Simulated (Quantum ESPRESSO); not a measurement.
The system is AgCl (Chlorargyrite).

```
Ag Cl
1.0
     0.00000    2.73500    2.73500
     2.73500    0.00000    2.73500
     2.73500    2.73500    0.00000
Ag Cl
1 1
Cartesian
  0.0000 0.0000 0.0000
  2.7350 2.7350 2.7350
```

Base run:

```yaml
Program: Quantum ESPRESSO 7.5
Functional: AM05
Potentials_or_basis: SG15 PBE 1.2
Cutoff: 952 eV
Density_cutoff: 3810 eV
k_mesh: 8 × 8 × 8
Occupations: fermi-dirac, width 0.05 eV
Spin: no spin polarisation
```

Its results: band gap on the k mesh 0.78 eV, indirect (least direct gap 3.23 eV); pressure 0.7 GPa.

After a change of settings the same cell gave: band gap on the k mesh 0.71 eV, indirect (least direct gap 3.17 eV); pressure -0.4 GPa. Which change was it?
A. functional from AM05 to RPBE
B. functional from AM05 to PBEsol
C. functional from AM05 to optB88-vdW
D. functional from AM05 to LDA

B.

Caveats: the potentials were made for another functional, which shifts forces and pressure; this potential file gives levels or pressures that part from those of other sets.
